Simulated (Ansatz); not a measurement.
# SnO at a changed volume — 119Sn Mössbauer parameters

Cell: a structure deposited in the COD, relaxed with PBE at fixed cell and then changed (volume scaled by 1.02, ions relaxed).

```
Sn O
1.0
     2.51656   -2.87894    0.00000
     2.51656    2.87894    0.00000
     0.00000    0.00000   11.19364
Sn O
4 4
Cartesian
  0.0000 -0.0001 -0.1737
  0.0000 0.0001 5.4231
  2.5166 0.0008 3.0504
  2.5166 -0.0008 8.6472
  3.7748 -1.4395 4.2368
  1.2584 1.4395 9.8336
  1.2584 -1.4395 4.2368
  3.7748 1.4395 9.8336
```

Atoms are numbered from 1 in the order listed; like atoms form one site, named after its first atom.

Computed with Ansatz: DFT, PBE, plane waves and PAW, scalar-relativistic, 420 eV cutoff, Γ-centred 8×8×3 k-points, Fermi–Dirac smearing 0.02 eV.

Isomer shifts (against SnO₂) follow from the electron density at the nucleus, δ = α(ρ − ρ₀), with α = 0.099 mm s⁻¹ a₀³ and ρ₀ = 183191.44 a₀⁻³ from a line fitted to 8 measured compounds at this level of theory (rms miss 0.12 mm/s). ΔE_Q = ½eQV_zz(1 + η²/3)^½ with Q = -0.132 b for the 23.9 keV state.

(1) Give the isomer shift and quadrupole splitting of each Sn site.

Answers

(1) 

```tsv
site	atoms	first shell	ρ − ρ₀ (a₀⁻³)	δ (mm/s)	ΔE_Q (mm/s)	η
Sn	1, 2, 3, 4	4 O at 2.25 Å	28.6	2.83	1.51	0.32
```

The shift of Sn is typical of Sn(II), and the large splitting points to a stereochemically active lone pair.

Without spin–orbit coupling (the program notes it for Sn) the gradients can shift somewhat, as the gap is small. The database positions were far from equilibrium, so the relaxed structure may not be the compound's real one.
